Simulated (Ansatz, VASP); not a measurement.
**BN: VASP beside Ansatz**

INCAR

```
SYSTEM = BN
  PREC = Accurate
  ENCUT = 520
  EDIFF = 1E-7
  ISMEAR = -1
  SIGMA = 0.05
  LREAL = .False.
  LASPH = .True.
  NELM = 80
  ALGO = Normal
  ISIF = 2
  LWAVE = .False.
  LCHARG = .False.
  GGA = PE
  NBANDS = 11
```

The input KPOINTS:

```
regular mesh
0
Gamma
  13 13 9
  0 0 0
```

Contents of POSCAR:

```
BN
1.0
    2.5410452472      0.0000000000      0.0000000000
   -1.2631167351      2.2048689444      0.0000000000
   -0.6389642561     -1.1024344721      3.0623148244
N B
1 1
Direct
    0.6685060000      0.3323850000      0.9849990000
    0.9796430000      0.9834990000      0.0018060000
```

The input input.yaml:

```yaml
crystal:
  lattice:
    - [2.5410452472, 0.0, 0.0]
    - [-1.2631167351, 2.2048689444, 0.0]
    - [-0.6389642561, -1.1024344721, 3.0623148244]
  atoms:
    - { symbol: "N", position: [0.668506, 0.332385, 0.984999] }
    - { symbol: B, position: [0.979643, 0.983499, 0.001806] }
hamiltonian:
  xc: pbe
  pseudopotentials: { kind: paw }
kpoints:
  mp_grid: { grid: [13, 13, 9] }
scf:
  occupations: { method: fermi_dirac, width: 0.05 }
output:
  forces: true
  stress: true
  eigenvalues: true
```

Change from the starting cell: volume scaled by 1.04.

Alike in both runs: task single point; functional PBE; k mesh 13 × 13 × 9; occupations fermi-dirac, width 0.05 eV; no spin polarisation.

|  | VASP | Ansatz |
| --- | --- | --- |
| version | VASP 6.6.1 | Ansatz 0.2.0 |
| potentials or method | VASP PAW PBE potentials, release 64 (N, B) | Ansatz PAW |
| plane-wave cutoff (eV) | 520 | 420 |
| valence electrons in the cell | 8 | 8 |

```csv
,VASP,Ansatz,Ansatz less VASP
gap on the k mesh at the Fermi level (eV),2.85,2.86,+0.008
least direct gap on the mesh (eV),4.44,4.44,+0.003
pressure (GPa),-5.0,-5.0,-0.03
largest component of the traceless stress (GPa),11.90,12.09,+0.189
rms of the force components (eV/Å),1.439,1.440,+0.0016
```

Atom by atom the forces differ by 0.002 eV/Å (rms over components). The functional is the same, so the differences come from potentials, cutoffs and numerics.

Caveats: forces of over 1 eV/Å show positions far from the minimum, so gaps and moduli don't describe the material at rest; an odd mesh through Γ misses points on the zone boundary, where band edges often lie (VASP); odd divisions of the mesh miss points on the zone boundary, where band edges often lie, so the gap on the mesh can be too wide (Ansatz); the pressure holds a Pulay correction of +0.6 GPa for the finite cutoff (Ansatz).
